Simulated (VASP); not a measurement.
# GeSe (Pnma) in VASP: notebook

One crystal, GeSe, is run at these levels: PBE+D3(BJ), rev-vdW-DF2, PBE; tasks: relaxation of cell and atoms.

All numbers are computed with VASP 6.6.1; they aren't measurements. Logs are shortened: lines on timing, memory, paths and dates and some standing lists are left out, and cuts for length are marked.

## 1. The crystal as given

Symmetry: Pnma, No. 62, orthorhombic system. Conventional cell: a = 10.960 Å, b = 3.882 Å, c = 4.423 Å, α = 90.00°, β = 90.00°, γ = 90.00°. Around Ge (site symmetry m) lie 3 Se at 2.59 to 2.60 Å. Se (site symmetry m) is surrounded by 3 Ge at 2.59 to 2.60 Å.

## 2. Relaxation of cell and atoms, PBE+D3(BJ)

Input file INCAR:

```
PREC = Accurate ; ENCUT = 600
EDIFF = 1E-7 ; ISMEAR = 0
SIGMA = 0.03 ; LREAL = False
LASPH = True ; NELM = 80
ALGO = Normal ; ISIF = 3
LWAVE = False ; LCHARG = False
GGA = PE ; IVDW = 12
IBRION = 2 ; NSW = 90
EDIFFG = -0.005 ; KPAR = 2
```

Input file KPOINTS:

```
Automatic mesh
0
Gamma
  4 8 6
```

Input file POSCAR:

```
GeSe                                    
1.0
   10.9597312277      0.0000000000      0.0000000000
    0.0000000000      3.8818044229     -0.0000000000
    0.0000000000      0.0000000000      4.4231579862
  Ge              Se            
     4     4
Direct
     0.1229307963722750    0.7500000000000000    0.8900955645023154
     0.6229307963722749    0.7500000000000000    0.6099044354976846
     0.3770692036277251    0.2500000000000000    0.3900955645023150
     0.8770692036277251    0.2500000000000000    0.1099044354976848
     0.8545026892558046    0.7500000000000000    0.4986494640032458
     0.3545026892558044    0.7500000000000000    0.0013505359967543
     0.6454973107441954    0.2500000000000000    0.9986494640032455
     0.1454973107441957    0.2500000000000000    0.5013505359967545
```

Potentials or basis: VASP PAW PBE potentials, release 64 (Ge_d, Se).

The run is started by

```console
cat potpaw_PBE.64/Ge_d/POTCAR potpaw_PBE.64/Se/POTCAR > POTCAR
mpirun -np 2 vasp_std > vasp.out
```

OUTCAR:

```text
PREC = Accurate
   ENCUT = 600
   EDIFF = 1E-7
   ISMEAR = 0
   LREAL = False
   LASPH = True
   NELM = 80
   ISIF = 3
   GGA = PE
   IVDW = 12
   IBRION = 2
   NSW = 90
   EDIFFG = -0.005
 IVDW          = 12

 ion  position               nearest neighbor table
   1  0.123  0.750  0.890-   6 2.59   8 2.60   8 2.60
   2  0.623  0.750  0.610-   5 2.59   7 2.60   7 2.60
   3  0.377  0.250  0.390-   8 2.59   6 2.60   6 2.60
   4  0.877  0.250  0.110-   7 2.59   5 2.60   5 2.60
   5  0.855  0.750  0.499-   2 2.59   4 2.60   4 2.60
   6  0.355  0.750  0.001-   1 2.59   3 2.60   3 2.60
   7  0.645  0.250  0.999-   4 2.59   2 2.60   2 2.60
   8  0.145  0.250  0.501-   3 2.59   1 2.60   1 2.60

  LATTYP: Found a simple orthorhombic cell.
 ALAT       =     3.8818044229
 B/A-ratio  =     1.1394592577
 C/A-ratio  =     2.8233599722

  Lattice vectors:

 A1 = (   0.0000000000,   3.8818044229,   0.0000000000)
 A2 = (   0.0000000000,   0.0000000000,   4.4231579862)
 A3 = (  10.9597312277,   0.0000000000,   0.0000000000)

Analysis of symmetry for initial positions (statically):
=====================================================================
 Subroutine PRICEL returns:
 Original cell was already a primitive cell.

 Routine SETGRP: Setting up the symmetry group for a
 simple orthorhombic supercell.

 Subroutine GETGRP returns: Found  8 space group operations
 (whereof  2 operations were pure point group operations)
 out of a pool of  8 trial point group operations.

The static configuration has the point symmetry S_2 .
 The point group associated with its full space group is D_2h.

Analysis of symmetry for dynamics (positions and initial velocities):
=====================================================================
 Subroutine PRICEL returns:
 Original cell was already a primitive cell.

 Routine SETGRP: Setting up the symmetry group for a
 simple orthorhombic supercell.

 Subroutine GETGRP returns: Found  8 space group operations
 (whereof  2 operations were pure point group operations)
 out of a pool of  8 trial point group operations.

The dynamic configuration has the point symmetry S_2 .
 The point group associated with its full space group is D_2h.

 Subroutine INISYM returns: Found  8 space group operations
 (whereof  2 operations are pure point group operations),
 and found     1 'primitive' translations

----------------------------------------------------------------------------------------

                                     Primitive cell

  volume of cell :     188.1768

[... 99 lines left out ...]
   NELM   =     80;   NELMIN=  2; NELMDL= -5     # of ELM steps
   EDIFF  = 0.1E-06   stopping-criterion for ELM
   LREAL  =      F    real-space projection
   EDIFFG = -.5E-02   stopping-criterion for IOM
   NSW    =     90    number of steps for IOM
   IBRION =      2    ionic relax: 0-MD 1-quasi-New 2-CG
   NFREE  =      1    steps in history (QN), initial steepest desc. (CG)
   ISIF   =      3    stress and relaxation
   ISYM   =      2    0-nonsym 1-usesym 2-fastsym
   POTIM  = 0.5000    time-step for ionic-motion
   TEBEG  =    0.0;   TEEND  =   0.0 temperature during run
   PSTRESS=    0.0 pullay stress
   NELECT =      80.0000    total number of electrons
   NUPDOWN=      -1.0000    fix difference up-down
   EMIN   =  10.00;   EMAX   =-10.00  energy-range for DOS
   EFERMI =   0.00;   METHOD = LEGACY
   ISMEAR =     0;   SIGMA  =   0.03  broadening in eV -4-tet -1-fermi 0-gaus
   EFERMI_NEDOS =   21; number of points for ismear=-14 and -15
   IALGO  =     38    algorithm
   IMIX   =      4    mixing-type and parameters
     AMIX     =   0.40;   BMIX     =  1.00
     AMIX_MAG =   1.60;   BMIX_MAG =  1.00
  volume/ion in A,a.u.               =      23.52       158.73
  Fermi-wavevector in a.u.,A,eV,Ry     =   1.230976  2.326207 20.616925  1.515301
  Thomas-Fermi vector in A             =   2.365803
   LORBIT       =      0    0 simple, 1 ext, 2 COOP (PROOUT), +10 PAW based schemes
   GGA     = PE    functional components
   LHFCALC =     F    Hartree Fock is set to
   AEXX    =    0.0000 exact exchange contribution
   IVDW    =    12    specifies the selected vdW correction
   LEPSILON=     F    determine dielectric tensor
   LRPA    =     F    only Hartree local field effects (RPA)
 conjugate gradient relaxation of ions
 non-spin polarized calculation
 Gauss-broadening in eV      SIGMA  =   0.03
  energy-cutoff  :      600.00
  volume of cell :      188.18
 maximum number of plane-waves:      6328
 NGX is ok and might be reduce to    90
   NGX = 43   NGY = 15   NGZ = 17

--------------------------------------- Ionic step        1  -------------------------------------------

 number of electron      80.0000057 magnetization

 Free energy of the ion-electron system (eV)
  ---------------------------------------------------
  ext. energy  EPLUGINS =         0.00000000
  ---------------------------------------------------
  free energy    TOTEN  =       -33.85515526 eV

  energy without entropy =      -33.85515526  energy(sigma->0) =      -33.85515526

------------------------ aborting loop because EDIFF is reached ----------------------------------------

 Edisp (eV)   -2.86352

 E8    (eV) :    -1.2307
[... 123 lines left out ...]
  FREE ENERGIE OF THE ION-ELECTRON SYSTEM (eV)
  ---------------------------------------------------
  free  energy   TOTEN  =       -36.7187934711 eV

  energy  without entropy=      -36.7187934711  energy(sigma->0) =      -36.71879347

[... ionic steps 4 to 18 ...]

--------------------------------------- Ionic step       19  -------------------------------------------

 number of electron      80.0000046 magnetization

------------------------ aborting loop because EDIFF is reached ----------------------------------------
[... 87 lines left out ...]
--------------------------------------- Ionic step       21  -------------------------------------------

 number of electron      80.0000047 magnetization

 Free energy of the ion-electron system (eV)
  ---------------------------------------------------
  ext. energy  EPLUGINS =         0.00000000
  ---------------------------------------------------
  free energy    TOTEN  =       -33.85547482 eV

  energy without entropy =      -33.85547482  energy(sigma->0) =      -33.85547482

 E-fermi :   4.3117     XC(G=0):  -9.8236

 val. band max:        4.1395494003   @ k =   0.0000   0.0000   0.3333
 cond. band min:       4.8500805823   @ k =   0.0000   0.0000   0.0000
 fundamental gap:      0.7105311819
 Fermi energy:         4.3116786801

 k-point     1 :       0.0000    0.0000    0.0000
  band No.  band energies     occupation
      1     -20.4416      2.00000
      2     -20.4397      2.00000
      3     -20.4389      2.00000
      4     -20.4377      2.00000
      5     -20.4374      2.00000
      6     -20.4373      2.00000
[... 1213 lines left out ...]
     47       7.6796      0.00000
     48       7.6796      0.00000

 [... further k-points ...]

------------------------ aborting loop because EDIFF is reached ----------------------------------------

 Edisp (eV)   -2.86368

 E8    (eV) :    -1.2308
[... 31 lines left out ...]
  FREE ENERGIE OF THE ION-ELECTRON SYSTEM (eV)
  ---------------------------------------------------
  free  energy   TOTEN  =       -36.7191508280 eV

  energy  without entropy=      -36.7191508280  energy(sigma->0) =      -36.71915083

 reached required accuracy - stopping structural energy minimisation
```

CONTCAR:

```text
GeSe
   1.00000000000000
    10.9655862498464796    0.0000000000000000    0.0000000000000000
     0.0000000000000000    3.8827657750332647    0.0000000000000003
     0.0000000000000000   -0.0000000000000001    4.4200472920672826
  Ge              Se
     4     4
Direct
     0.1233927516312001    0.7500000000000000    0.8875163003595742
     0.6233927516312001    0.7500000000000000    0.6124836996404259
     0.3766072483687999    0.2500000000000000    0.3875163003595742
     0.8766072483687999    0.2500000000000000    0.1124836996404258
     0.8548942551904906    0.7500000000000000    0.5018587096336309
     0.3548942551904906    0.7500000000000000    0.9981412903663692
     0.6451057448095094    0.2500000000000000    0.0018587096336308
     0.1451057448095094    0.2500000000000000    0.4981412903663692

  0.00000000E+00  0.00000000E+00  0.00000000E+00
  0.00000000E+00  0.00000000E+00  0.00000000E+00
  0.00000000E+00  0.00000000E+00  0.00000000E+00
  0.00000000E+00  0.00000000E+00  0.00000000E+00
  0.00000000E+00  0.00000000E+00  0.00000000E+00
  0.00000000E+00  0.00000000E+00  0.00000000E+00
  0.00000000E+00  0.00000000E+00  0.00000000E+00
  0.00000000E+00  0.00000000E+00  0.00000000E+00
```

It took 26 min on 2 MPI ranks of Intel Xeon 6975P-C (Granite Rapids), shared host; peak memory 0.67 GiB.

What came out:

```
Free energy                  : -36.7192 eV
Energy gained by relaxing    : 0.1 meV/atom
Ionic steps                  : 21
Pressure after relaxing      : 0.0 GPa
Largest force after relaxing : 0.004 eV/Å
Band gap on the k mesh       : 0.71 eV, indirect (least direct gap 0.92 eV)
Dispersion energy per atom   : -0.358 eV
```

Forces on the atoms (eV/Å):
```
Ge  -0.004  0.000 -0.001
Ge  -0.004  0.000  0.001
Ge   0.004  0.000 -0.001
Ge   0.004  0.000  0.001
Se  -0.001  0.000  0.001
Se  -0.001  0.000 -0.001
Se   0.001  0.000  0.001
Se   0.001  0.000 -0.001
```

Step by step:
```tsv
step	energy change (eV)	largest force (eV/Å)	pressure (GPa)	volume (Å³)
1	0.0000	0.0099	0.00	188.18
2	0.0000	0.0092	0.01	188.17
3	-0.0001	0.0098	0.02	188.16
4	-0.0001	0.0119	0.04	188.12
5	-0.0002	0.0111	0.03	188.14
6	-0.0002	0.0102	0.02	188.15
7	-0.0002	0.0076	0.00	188.20
8	-0.0003	0.0051	-0.04	188.29
9	-0.0003	0.0058	-0.06	188.33
10	-0.0003	0.0082	-0.03	188.27
11	-0.0003	0.0117	0.01	188.18
12	-0.0004	0.0107	0.02	188.18
13	-0.0004	0.0081	0.01	188.17
14	-0.0004	0.0062	0.01	188.16
15	-0.0004	0.0062	-0.02	188.22
16	-0.0004	0.0063	-0.03	188.24
17	-0.0005	0.0058	0.01	188.19
18	-0.0005	0.0057	0.03	188.18
19	-0.0005	0.0059	0.01	188.18
20	-0.0005	0.0057	0.01	188.18
21	-0.0005	0.0039	0.00	188.19
```

Final structure:
```cif
data_structure
_symmetry_space_group_name_H-M 'P 1'
_symmetry_Int_Tables_number 1
_cell_length_a 10.9656
_cell_length_b 3.8828
_cell_length_c 4.4200
_cell_angle_alpha 90.000
_cell_angle_beta 90.000
_cell_angle_gamma 90.000
_cell_volume 188.19
loop_
_atom_site_label
_atom_site_type_symbol
_atom_site_fract_x
_atom_site_fract_y
_atom_site_fract_z
_atom_site_occupancy
Ge1 Ge 0.12339 0.75000 0.88752 1
Ge2 Ge 0.62339 0.75000 0.61248 1
Ge3 Ge 0.37661 0.25000 0.38752 1
Ge4 Ge 0.87661 0.25000 0.11248 1
Se1 Se 0.85489 0.75000 0.50186 1
Se2 Se 0.35489 0.75000 0.99814 1
Se3 Se 0.64511 0.25000 0.00186 1
Se4 Se 0.14511 0.25000 0.49814 1
```

## 3. Relaxation of cell and atoms, rev-vdW-DF2

This run uses another cell than the first one, of 22.57 Å³/atom, 0.959 times its volume.

Input file INCAR:

```
SYSTEM = GeSe
PREC = Accurate
ENCUT = 600
EDIFF = 1E-6
ISMEAR = 0
SIGMA = 0.03
LREAL = .False.
LASPH = .True.
NELM = 80
ALGO = Normal
ISIF = 3
LWAVE = .False.
LCHARG = .False.
GGA = MK
LUSE_VDW = .True.
AGGAC = 0.0
PARAM1 = 0.1234
PARAM2 = 0.711357
ZAB_VDW = -1.8867
IBRION = 2
NSW = 90
EDIFFG = -0.01
KPAR = 2
```

Input file KPOINTS:

```
Automatic mesh
0
Gamma
  4 8 6
  0 0 0
```

Input file POSCAR:

```
GeSe
1.0
   10.7900000000      0.0000000000      0.0000000000
    0.0000000000      3.8200000000      0.0000000000
    0.0000000000      0.0000000000      4.3800000000
Ge Se
4 4
Direct
    0.1210000000      0.7500000000      0.8940000000
    0.6210000000      0.7500000000      0.6060000000
    0.3790000000      0.2500000000      0.3940000000
    0.8790000000      0.2500000000      0.1060000000
    0.8520000000      0.7500000000      0.4970000000
    0.3520000000      0.7500000000      0.0030000000
    0.6480000000      0.2500000000      0.9970000000
    0.1480000000      0.2500000000      0.5030000000
```

Potentials or basis: VASP PAW PBE potentials, release 64 (Ge_d, Se).

The run is started by

```console
cat potpaw_PBE.64/Ge_d/POTCAR potpaw_PBE.64/Se/POTCAR > POTCAR
mpirun -np 2 vasp_std > vasp.out
```

Wall time 40 min (2 MPI ranks of Intel Xeon 6975P-C (Granite Rapids), shared host); peak memory 1.1 GiB.

Results (log left out):

* Free energy: -16.6988 eV
* Relaxed volume: 23.48 Å³/atom
* Relaxed cell: a = 11.001 Å, b = 3.886 Å, c = 4.394 Å, α = 90.00°, β = 90.00°, γ = 90.00°
* Space group after relaxing (to 0.05 Å): Pnma (No. 62)
* Energy gained by relaxing: 8.0 meV/atom
* Ionic steps: 18
* Pressure after relaxing: 0.0 GPa
* Largest force after relaxing: 0.008 eV/Å
* Band gap on the k mesh: 0.64 eV, indirect (least direct gap 0.86 eV)

Forces on the atoms (eV/Å):
```
Ge   0.000  0.000 -0.008
Ge   0.000  0.000  0.008
Ge   0.000  0.000 -0.008
Ge   0.000  0.000  0.008
Se  -0.003  0.000  0.003
Se  -0.003  0.000 -0.003
Se   0.003  0.000  0.003
Se   0.003  0.000 -0.003
```

Stress tensor (GPa, compression positive):
```
-0.06  0.00  0.00
 0.00  0.04  0.00
 0.00  0.00 -0.05
```

Step by step:
| step | energy change (eV) | largest force (eV/Å) | pressure (GPa) | volume (Å³) |
| --- | --- | --- | --- | --- |
| 1 | 0.0000 | 0.2887 | 2.38 | 180.53 |
| 2 | -0.0468 | 0.1972 | -0.91 | 189.44 |
| 3 | -0.0565 | 0.0819 | -0.01 | 186.74 |
| 4 | -0.0565 | 0.0773 | 0.05 | 186.61 |
| 5 | -0.0585 | 0.0556 | 0.06 | 186.78 |
| 6 | -0.0600 | 0.0338 | 0.07 | 187.03 |
| 7 | -0.0601 | 0.0401 | 0.06 | 187.09 |
| 8 | -0.0609 | 0.0305 | 0.01 | 187.46 |
| 9 | -0.0610 | 0.0256 | -0.06 | 187.75 |
| 10 | -0.0617 | 0.0227 | -0.08 | 187.75 |
| 11 | -0.0630 | 0.0190 | -0.06 | 187.76 |
| 12 | -0.0624 | 0.0336 | 0.09 | 187.79 |
| 13 | -0.0633 | 0.0219 | 0.07 | 187.77 |
| 14 | -0.0633 | 0.0368 | -0.12 | 188.39 |
| 15 | -0.0635 | 0.0254 | -0.09 | 188.06 |
| 16 | -0.0638 | 0.0263 | 0.01 | 187.80 |
| 17 | -0.0638 | 0.0263 | 0.04 | 187.79 |
| 18 | -0.0642 | 0.0085 | -0.03 | 187.85 |

Final structure:
```
Ge Se
1.0
    11.00123    0.00000    0.00000
     0.00000    3.88641    0.00000
     0.00000    0.00000    4.39353
Ge Se
4 4
Direct
  0.12363 0.75000 0.89094
  0.62363 0.75000 0.60906
  0.37637 0.25000 0.39094
  0.87637 0.25000 0.10906
  0.85491 0.75000 0.50230
  0.35491 0.75000 0.99770
  0.64509 0.25000 0.00230
  0.14509 0.25000 0.49770
```

Levels at points of the mesh, in eV from the valence-band top:
```csv
k point,band 38,band 39,band 40,band 41,band 42,band 43
"(0.00, 0.00, 0.00)",-1.17,-0.81,-0.22,0.64,2.69,2.74
"(0.50, 0.00, 0.00)",-1.67,-0.45,-0.45,2.36,2.36,2.46
"(0.00, 0.50, 0.00)",-1.34,-1.18,-1.18,1.10,1.10,1.19
"(0.50, 0.50, 0.00)",-1.47,-1.47,-1.47,1.46,1.46,1.46
"(0.00, 0.00, 0.50)",-0.94,-0.39,-0.39,1.22,1.22,1.87
"(0.50, 0.00, 0.50)",-0.56,-0.54,-0.54,1.27,1.27,1.89
"(0.00, 0.50, 0.50)",-2.18,-1.53,-1.53,2.82,2.82,3.24
"(0.50, 0.50, 0.50)",-1.51,-1.51,-1.51,2.56,2.56,2.56
```

Caveat: the PAW data sets were made with another functional, which shifts forces and pressure a little.

(Part 1 of 2 ends here.)
